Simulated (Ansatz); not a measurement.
# 69Ga NMR of the central transition in GaN at a changed volume

Cell: a structure deposited in the COD, relaxed with PBE at fixed cell and then changed (volume scaled by 1.02, ions relaxed).

```
CELL_PARAMETERS angstrom
3.20106 0.00000 0.00000
-1.60053 2.77220 0.00000
0.00000 0.00000 5.20021
ATOMIC_POSITIONS crystal
Ga 0.33333 0.66667 0.00394
Ga 0.66667 0.33333 0.50394
N 0.33333 0.66667 0.38106
N 0.66667 0.33333 0.88106
```

Atom numbers follow the list; atoms alike are taken as one site, whose name carries the number of the first.

Method: Kohn–Sham DFT in Ansatz, PBE, plane waves and PAW, scalar-relativistic, 420 eV cutoff, Γ-centred 11×11×6 k-points, Fermi–Dirac smearing 0.02 eV.

69Ga has I = 3/2 and Q = 171.0 mb (Pyykkö 2018); at 14.1 T its Larmor frequency is ν₀ = 144.5 MHz. Only the quadrupole interaction is simulated: positions count from each site's isotropic chemical shift, and J coupling is left out, as are shift anisotropy and dipolar coupling, which fast spinning averages.

Task: What does the 69Ga spectrum (fast magic-angle spinning) show for each site?

Result: 

```tsv
site	first shell	C_Q (MHz)	η	P_Q (MHz)	δ_QIS (ppm)	breadth (kHz)
Ga	4 N at 1.96 Å	1.76	0.00	1.76	-3.69	1.14
```

δ_QIS = −(ν_Q²/30ν₀²)[I(I+1) − 3/4](1 + η²/3) × 10⁶ ppm with ν_Q = 3|C_Q|/[2I(2I−1)]; it falls as 1/B₀² in ppm, and the breadth as 1/B₀ in kHz.

An axis of threefold or higher order runs through Ga, so V_zz lies along it and η is zero.

The relaxation (2 steps) took 9.4 s of wall time (9.3 s of CPU time) and 0.47 GiB at its peak, on 1 thread of Intel Xeon Platinum 8488C (Sapphire Rapids) (x86_64; 16 cores open to the job, memory cap 3.0 GiB, no GPU), a shared host with a load of 0.3 a core.
